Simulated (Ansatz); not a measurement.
# Ge: the cost of one run

Program: Ansatz 0.2.0. Level of theory: DFT PBEsol, scalar-relativistic, plane waves, PAW. These are calculated values, not measurements.

3 further runs of the same task are left out: 1 that didn't finish, 2 set aside as unsound or not needed.

## (1) The system as given

Symmetry: P6_3/mmc, No. 194, hexagonal system. Conventional cell: a = 3.997 Å, b = 3.997 Å, c = 6.596 Å, α = 90.00°, β = 90.00°, γ = 120.00°. Ge (site symmetry 3m) is surrounded by 4 Ge at 2.45 to 2.47 Å.

As a file:

```
CELL_PARAMETERS angstrom
3.99697 0.00000 0.00000
-1.99848 3.46148 0.00000
0.00000 0.00000 6.59637
ATOMIC_POSITIONS crystal
Ge 0.66667 0.33333 0.06291
Ge 0.33333 0.66667 0.56291
Ge 0.66667 0.33333 0.43709
Ge 0.33333 0.66667 0.93709
```

It goes back to an entry of the Materials Project, which need not be the stable form.

This cell was relaxed beforehand with the same method: volume 22.82 Å³/atom, gap on the mesh none (metal).

## (2) Bulk reference on the slab's mesh

File input.yaml:

```yaml
crystal:
  lattice:
    - [3.9969678635, 0.0, 0.0]
    - [-1.9984839317, 3.4614757079, 0.0]
    - [0.0, 0.0, 6.5963651389]
  atoms:
    - { symbol: Ge, position: [0.6666666667, 0.3333333333, 0.0629118566] }
    - { symbol: Ge, position: [0.3333333333, 0.6666666667, 0.5629118566] }
    - { symbol: Ge, position: [0.6666666667, 0.3333333333, 0.4370881434] }
    - { symbol: Ge, position: [0.3333333333, 0.6666666667, 0.9370881434] }
basis:
  ecutwfc: 420
kpoints:
  mp_grid: { grid: [9, 9, 6] }
hamiltonian:
  xc: pbesol
scf:
  occupations: { method: gaussian, width: 0.1 }
output:
  forces: true
  stress: true
  eigenvalues: true
```

On the command line:

```
$ ansatz run input.yaml --threads 1 --pin off --max-ram 2560MiB --backend cpu --events-out ev --progress --plain --runs-dir out
```

What time and memory should one allow on 1 thread of Intel Xeon Platinum 8175M at 2.50GHz (Skylake/Cascade Lake), shared host?

About 7.3 s, with a peak of 0.43 GiB.
